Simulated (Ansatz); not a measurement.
Effect of biaxial strain +0.83 %, plane normal [110], relaxed out of plane on Li2O

Start from Li2O in the anti-fluorite structure (space group Fm-3m, No. 225; a = 4.5727 Å). Axes: x, y, z lie along the cube axes.

Perturbation: tensile biaxial strain of 0.83 % in the plane normal to [110], as in epitaxy on a mismatched substrate; the out-of-plane cell vector and the atoms relax.

Calculations: r2SCAN (Ansatz, an electronic-structure program), no SOC. Settings: 12×12×12 k-points, 0.05 eV Fermi–Dirac smearing.

Space group: Immm (No. 71) (base Fm-3m (No. 225))
Shortest interatomic distance: 1.981 Å (base 1.980 Å)
Energy relative to the base (free energy F): +0.7 meV/atom
Pressure (mean of the normal stresses, compression positive): -1.10 GPa (base 0.01 GPa)
Band gap: 5.71 eV (base 5.77 eV)
Gap character: indirect, Γ → T
Electron mass: 0.81 mₑ along k, 0.44 mₑ across (at T) (base 0.81 mₑ along k, 0.43 mₑ across (at X))
Valence-band top at Γ (three highest levels, from the VBM): 0.00, -0.03, -0.03 eV (base 0.00, 0.00, 0.00 eV)
Out-of-plane strain: -0.34 %
Ratio −ε⊥/ε∥: 0.41
Mean in-plane stress (compression positive): -1.6 GPa

Final structure (turned so that z lies along the plane normal):

```xyz
3
Lattice="0.0000 0.0000 -3.2224 -1.6301 2.3053 -1.6112 1.6301 2.3053 -1.6112" Properties=species:S:1:pos:R:3 pbc="T T T"
Li     0.0000     1.1528    -1.6112
Li     0.0000     3.4579    -4.8336
O      0.0000     0.0000    -3.2224
```

A biaxial case was relaxed in a doubled cell and then solved in the primitive one. Masses are band curvatures over ±0.01 Å⁻¹ around the edge. Along k means along the line from Γ to the band edge. Stability against distortions was not tested. k-point labels follow each cell's own Brillouin zone.
